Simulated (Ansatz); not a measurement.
The system is Al2Cu (Khatyrkite).

```xyz
6
Lattice="-3.0335 3.0335 2.4385 3.0335 -3.0335 2.4385 3.0335 3.0335 -2.4385" Properties=species:S:1:pos:R:3 pbc="T T T"
Cu    0.0000    0.0000    1.2192
Cu    0.0000    0.0000    3.6578
Al    0.9592    2.0743    0.0000
Al   -0.9592    2.0743    2.4385
Al    2.0743    0.9592    2.4385
Al    3.9927    0.9592    0.0000
```

Base run:

```yaml
Program: Ansatz 0.2.0
Functional: BLYP
Potentials_or_basis: Ansatz PAW
Cutoff: "420 eV (not typed: the program's choice for these potentials)"
k_mesh: 7 × 7 × 7
Occupations: fermi-dirac, width 0.05 eV
Spin: no spin polarisation
```

Its results: band gap on the k mesh none (metal or under the smearing width); pressure 3.9 GPa; largest force 0.084 eV/Å.

Task: After a change of settings the same cell gave: band gap on the k mesh none (metal or under the smearing width); pressure 2.1 GPa; largest force 0.024 eV/Å. Which change was it?
A. functional from BLYP to LDA
B. functional from BLYP to PBEsol
C. functional from BLYP to RPBE
D. functional from BLYP to r2SCAN; cutoff from 420 eV (not typed: the program's choice for these potentials) to 500 eV (not typed: the program's choice for these potentials)

Result: C.

Caveats: the PAW data sets come from PBE, with cores solved anew for the run's functional, which leaves a small shift of forces and pressure.

Runs at the PBE level aren't shown here.
